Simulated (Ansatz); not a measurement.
# TaS2 under changes of volume

One of the cells (18.984 Å³/atom); the others are scaled copies at fixed shape and fractional positions:

```
Ta S
1.0
     3.35000    0.00000    0.00000
    -1.67500    2.90119    0.00000
     0.00000    0.00000    5.86000
Ta S
1 2
Direct
  0.00000 0.00000 0.00000
  0.66667 0.33333 0.75000
  0.33333 0.66667 0.25000
```

* Program: Ansatz 0.2.0
* Functional: revPBE
* Potentials or basis: Ansatz PAW
* Cutoff: 420 eV (not typed: the program's choice for these potentials)
* k mesh: 9 × 9 × 5
* Occupations: fermi-dirac, width 0.05 eV
* Spin: no spin polarisation

```csv
volume (Å³/atom),energy over the lowest point (meV/atom),pressure (GPa),largest force (eV/Å)
17.845,165.21,22.4,2.472
18.225,117.07,18.3,2.050
18.605,78.24,14.6,1.658
18.984,47.86,11.2,1.292
19.364,25.15,8.1,0.951
19.744,?,?,?
20.123,0.00,2.7,0.337
```

Q: What does the run at 19.744 Å³/atom give?

A: Energy over the lowest point 9.41 meV/atom; pressure 5.3 GPa; largest force 0.633 eV/Å.

Worked out: A Birch-Murnaghan fit of order 3 (a polynomial in V^(-2/3)) to the other rows has its minimum at 20.57 Å³/atom, just outside them, with B0 = V·E''(V) = 119 GPa and B' = 4.0 at fixed shape and positions, which overstates the stiffness. It gives 9.38 meV/atom at 19.744 Å³/atom, against the run's 9.41, and -dE/dV = 5.3 GPa, against 5.3.

Energies are extrapolated to zero smearing.

Caveats: this functional lacks dispersion, which binds the layers, so the pressure and a relaxed spacing across them are unreliable; the PAW data sets come from PBE, with cores solved anew for the run's functional, which leaves a small shift of forces and pressure; forces of over 1 eV/Å show positions far from the minimum, so gaps and moduli don't describe the material at rest (some runs).
